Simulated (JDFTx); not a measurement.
The system is TiB2.

```xyz
3
Lattice="3.0292 0.0000 0.0000 -1.5146 2.6234 0.0000 0.0000 0.0000 3.2284" Properties=species:S:1:pos:R:3 pbc="T T T"
Ti    0.0000    0.0000    0.0000
B     1.5146    0.8745    1.6142
B     0.0000    1.7489    1.6142
```

| Quantity | Value |
| --- | --- |
| Program | JDFTx 1.7.0 (patched build) |
| Task | single point |
| Functional | PBEsol |
| Potentials or basis | PseudoDojo-SR-PBEsol-0.4.1-standard with smoothed tails |
| Cutoff | 1143 eV |
| Density cutoff | 9143 eV |
| k mesh | 10 × 10 × 8 |
| Occupations | fermi-dirac, width 0.05 eV |
| Spin | no spin polarisation |

On this cell: pressure -4.7 GPa; largest force under 0.003 eV/Å; band gap on the k mesh none (metal or under the smearing width).

The same run follows on a disturbed copy (atoms moved at random, drawn with an rms of 0.05 Å):

```
Ti B
1.0
     3.02920    0.00000    0.00000
    -1.51460    2.62336    0.00000
     0.00000    0.00000    3.22840
Ti B
1 2
Direct
  0.99663 0.98608 0.98473
  0.65640 0.31348 0.50274
  0.33149 0.66649 0.49409
```

Q: What changes?

A: The energy (extrapolated to zero smearing) moves by +13.2 meV/atom; pressure -4.1 GPa; largest force 0.960 eV/Å; band gap on the k mesh none (metal or under the smearing width).

Forces on the atoms (eV/Å):
```
Ti  -0.204  0.139  0.622
B    0.044  0.794 -0.464
B    0.160 -0.933 -0.158
```

Stress tensor (GPa, compression positive):
```
-4.58  0.06 -0.16
 0.06 -1.59  0.09
-0.16  0.09 -6.07
```

Caveats: the empty levels aren't tightly converged.
